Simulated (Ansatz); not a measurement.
# CaO: the cell at several levels of theory

An exercise on one series of results from a longer session: the logs are not shown, and one member is left open.

The runs shown are made with Ansatz 0.2.0. PAW datasets, plane waves, zero pressure. No spin polarisation and no zero-point or thermal motion.

### The structure to begin with

This is the cell as the run starts from it, not yet at rest; its lengths are not the crystal's.

It is cubic, Fm-3m (No. 225); conventional cell a = 4.709 Å, 13.05 Å³ an atom. Ca has 6 O at 2.35 Å; O has 6 Ca at 2.35 Å.

Coordinates:

Space group Fm-3m (No. 225). a = 4.709 Å, b = 4.709 Å, c = 4.709 Å, α = 90.00°, β = 90.00°, γ = 90.00°
```tsv
atom	site	symmetry	x	y	z
Ca	4a	m-3m	0.0000	0.0000	0.0000
O	4b	m-3m	0.5000	0.0000	0.0000
```

Set-up of the first run:

Contents of input.yaml:

```yaml
crystal:
  lattice:
    - [0.0, 2.354428, 2.354428]
    - [2.354428, 0.0, 2.354428]
    - [2.354428, 2.354428, 0.0]
  atoms:
    - { symbol: Ca, position: [0.0, 0.0, 0.0] }
    - { symbol: O, position: [0.5, 0.5, 0.5] }
kpoints:
  mp_grid: { grid: [8, 8, 8] }
hamiltonian:
  xc: pbe
scf:
  occupations: { method: fermi_dirac, width: 0.02 }
relax:
  f_tol: 0.005
  cell: {}
output:
  write_density: true
  write_potential: true
  elf: true
  volumetric_format: npy
```

Command:

```
ansatz run input.yaml --threads 4 --pin off --max-ram 7372MiB --backend cpu --events-out ev --progress --plain --runs-dir out
```

Steps of the session up to this table: Relaxing with PBE; Relaxing with r2SCAN; PBEsol: cell and atoms; Relaxing with LDA; Relaxing with HSE06.

One of the session's tables, all rows but one given; the rest of the session is left out.

```
 level  a (Å)  volume (Å³/atom)
   PBE      ?                 ?
r2SCAN  4.795            13.782
PBEsol  4.767            13.542
   LDA  4.708            13.044
 HSE06  4.799            13.812
```

**Question.** Estimate the row for PBE.

As computed: a (Å): 4.830; volume (Å³/atom): 14.088. In the column «a (Å)» it is the highest.

From the start to the first minimum the volume moved by +7.9 %. The volume runs from LDA (least) to PBE (most), a spread of 8.0 %, or 2.6 % in length if all axes shared it alike. The meshes differ: PBE 8×8×8, r2SCAN 8×8×8, PBEsol 8×8×8, LDA 8×8×8, HSE06 6×6×6.
